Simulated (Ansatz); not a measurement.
Crystal: AlN.

```xyz
2
Lattice="0.0000 2.0345 2.0345 2.0345 0.0000 2.0345 2.0345 2.0345 0.0000" Properties=species:S:1:pos:R:3 pbc="T T T"
Al    2.0345    2.0345    2.0345
N     0.0000    0.0000    0.0000
```

Measurements of this composition are mostly on another form, of space group No. 186.

- Program: Ansatz 0.2.0
- Task: relaxation of cell and atoms
- Functional: PBEsol0
- Potentials or basis: Ansatz PAW
- Cutoff: 420 eV (not typed: the program's choice for these potentials)
- k mesh: 6 × 6 × 6
- Occupations: fermi-dirac, width 0.05 eV
- Spin: no spin polarisation

At the start: volume 8.42 Å³/atom.

**Question.** How do energy, volume and symmetry change on relaxing?

**Answer.** It ends after 7 steps and the volume is 8.08 Å³/atom (-4.0 %); space group Fm-3m (No. 225, to 0.05 Å).

Step by step:
```tsv
step	energy change (eV)	largest force (eV/Å)	volume (Å³)
1	0.0000	0.0000	16.84
2	-0.0188	0.0000	16.50
3	-0.0256	0.0000	16.16
4	-0.0256	0.0000	16.18
5	-0.0243	0.0000	16.18
6	-0.0243	0.0000	16.16
7	-0.0242	0.0000	16.16
```

Final structure:
```yaml
crystal:
  lattice:
    - [0.00000, 2.00682, 2.00682]
    - [2.00682, 0.00000, 2.00682]
    - [2.00682, 2.00682, 0.00000]
  atoms:
    - { symbol: Al, position: [0.50000, 0.50000, 0.50000] }
    - { symbol: N, position: [0.00000, 0.00000, 0.00000] }
```

Caveat: the k mesh is coarse (spacing up to 0.45 Å⁻¹), so the values aren't converged, least of all with exact exchange; the plane-wave basis is chosen anew once the cell has moved, so the energies of steps on either side of that aren't comparable; the pressure holds a Pulay correction of +0.5 GPa for the finite cutoff; the PAW data sets come from PBE, with cores solved anew for the run's functional, which leaves a small shift of forces and pressure.
